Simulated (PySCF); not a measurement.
Structure problem from calculated spectra and properties.

Formula: C6H6O.

| Item | Value |
| --- | --- |
| 1H NMR | chemical shifts (computed TMS as zero) by class: 7.48 (1 H), 6.71 (1 H), 6.64 (1 H), 6.50 (1 H), 6.12 (1 H), 5.40 (1 H) ppm [GIAO PBE0/pcSseg-1] |
| 13C NMR | chemical shifts (computed TMS as zero) by class: 159.8 (1 C), 147.0 (1 C), 132.8 (1 C), 118.4 (1 C), 117.8 (1 C), 117.5 (1 C) ppm [GIAO PBE0/pcSseg-1] |
| Polarisability | 76.6 au [CAM-B3LYP/def2-SVPD] |
| NMR, other nuclei | isotropic shieldings of nuclei other than C and H, by class: 46 (1 O) ppm [GIAO PBE0/pcSseg-1] |
| Dipole | 0.80 D [CAM-B3LYP/def2-SVPD] |
| UV, first state | lowest singlet excitation: 4.99 eV (248 nm, f = 0.468) [TDDFT CAM-B3LYP/def2-SVPD] |
| Rotational structure | rotational constants A, B, C: 7.941, 2.133, 1.682 GHz [GFN2-xTB] |
| Triplet | lowest triplet excitation (Tamm–Dancoff): 2.96 eV [TDA CAM-B3LYP/def2-SVPD] |

Electronic properties: PySCF, gas phase, density fitting. Levels stand in brackets. The structure is a single GFN2-xTB conformer in the gas phase; no vibrational or solvent corrections. Each NMR value is the plain mean over a class of atoms that symmetry, rotation or inversion makes alike.

**Question.** What is the compound? Reason from the data.

**Answer.** Numbering: `[CH2:1]=[CH:2][c:3]1[cH:4][cH:5][cH:6][o:7]1`. Its formula, C6H6O, gives 4 degrees of unsaturation: 1 ring and 3 π bonds in the structure found (Kekulé form). 6 carbons fall into 6 classes; from least to most shielded: substituted aromatic carbon [C3] (159.8 ppm), aromatic CH next to a ring oxygen [C6] (147.0 ppm), alkene CH carbon [C2] (132.8 ppm), aromatic CH carbon [C5] (118.4 ppm), terminal =CH2 carbon [C1] (117.8 ppm), aromatic CH carbon [C4] (117.5 ppm). Hydrogen classes from least to most shielded: 1 H on an aromatic CH next to a ring oxygen, C6 (7.48 ppm), 1 H on an alkene CH carbon, C2 (6.71 ppm), 1 H on an aromatic CH carbon, C5 (6.64 ppm), 1 H on an aromatic CH carbon, C4 (6.50 ppm), 1 H on a terminal =CH2 carbon, C1 (6.12 ppm), 1 H on a terminal =CH2 carbon, C1 (5.40 ppm). The other shieldings belong to: 46 ppm, furan-type oxygen [O7]. The optimised geometry has point group Cs and is an asymmetric top. Structure: vinylfuran (`C=Cc1ccco1`). Computed isomers that give other values at the same levels: `Oc1ccccc1` (13C chemical shifts (computed TMS as zero) by class: 163.8 (1 C), 135.3 (2 C), 124.8 (1 C), 118.7 (2 C) ppm); `C=C(C)C#CC=O` (13C chemical shifts (computed TMS as zero) by class: 180.7 (1 C), 141.5 (1 C), 134.1 (1 C), 102.0 (1 C), 95.3 (1 C), 26.0 (1 C) ppm); `C#CC(=C)C(C)=O` (13C chemical shifts (computed TMS as zero) by class: 197.8 (1 C), 146.8 (1 C), 133.2 (1 C), 92.3 (1 C), 86.9 (1 C), 32.8 (1 C) ppm). The assignments are read from this structure; whether some other isomer fits the data as well wasn't checked.

Shape of the structure used: `[CH2:1]=[CH:2][c:3]1[cH:4][cH:5][cH:6][o:7]1`: C1–C2–C3–C4 180°.
